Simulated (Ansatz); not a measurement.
## Ir: random displacements

Method: Ansatz 0.2.0, DFT PBE, scalar-relativistic, plane waves, PAW. Cutoff 420 eV, Γ-centred 12×12×12 k-points, Gaussian smearing of 0.15 eV. Spin–orbit coupling is left out, which can shift energies with elements as heavy as these. No spin polarisation. Energies are free energies at this smearing, counted from the undisturbed cell; pressure is positive in compression.

Zero of the scan (as given, not relaxed at this level):

```
CELL_PARAMETERS angstrom
-3.83940 -3.83940 0.00000
-3.83940 0.00000 -3.83940
0.00000 -3.83940 -3.83940
ATOMIC_POSITIONS crystal
Ir 0.50000 0.50000 0.50000
Ir 0.00000 0.50000 0.50000
Ir 0.50000 0.00000 0.50000
Ir 0.00000 0.00000 0.50000
Ir 0.50000 0.50000 0.00000
Ir 0.00000 0.50000 0.00000
Ir 0.50000 0.00000 0.00000
Ir 0.00000 0.00000 0.00000
```

The atoms are displaced (Å, in the unstrained cell):

| atom | ux | uy | uz |
| --- | --- | --- | --- |
| Ir1 | 0.089 | 0.105 | -0.367 |
| Ir2 | -0.023 | -0.281 | 0.296 |
| Ir3 | 0.148 | 0.129 | 0.073 |
| Ir4 | -0.071 | -0.259 | -0.515 |
| Ir5 | 0.003 | 0.117 | 0.073 |
| Ir6 | -0.142 | -0.359 | -0.001 |
| Ir7 | 0.038 | 0.523 | 0.478 |
| Ir8 | -0.040 | 0.024 | -0.036 |

Strain (Voigt, engineering shear): (0.0106, 0.0016, 0.0159, -0.0197, -0.0419, -0.0020).

What are the energy change, the stress and the forces?

ΔE = 1663.3 meV/atom; stress (xx, yy, zz, yz, xz, xy; compression positive) (73.91, 69.55, 70.48, 24.99, 14.71, 15.81) GPa.
```tsv
atom	Fx (eV/Å)	Fy	Fz
Ir1	-2.32	2.21	6.92
Ir2	-7.11	5.33	-10.93
Ir3	-6.49	1.82	11.14
Ir4	8.09	9.48	11.82
Ir5	-2.09	-7.26	0.01
Ir6	6.89	4.77	-0.98
Ir7	-1.57	-10.36	-9.10
Ir8	4.60	-5.99	-8.89
```

Cost: 1 run of about 13 core-minutes, on Arm Neoverse V2 (shared hosts).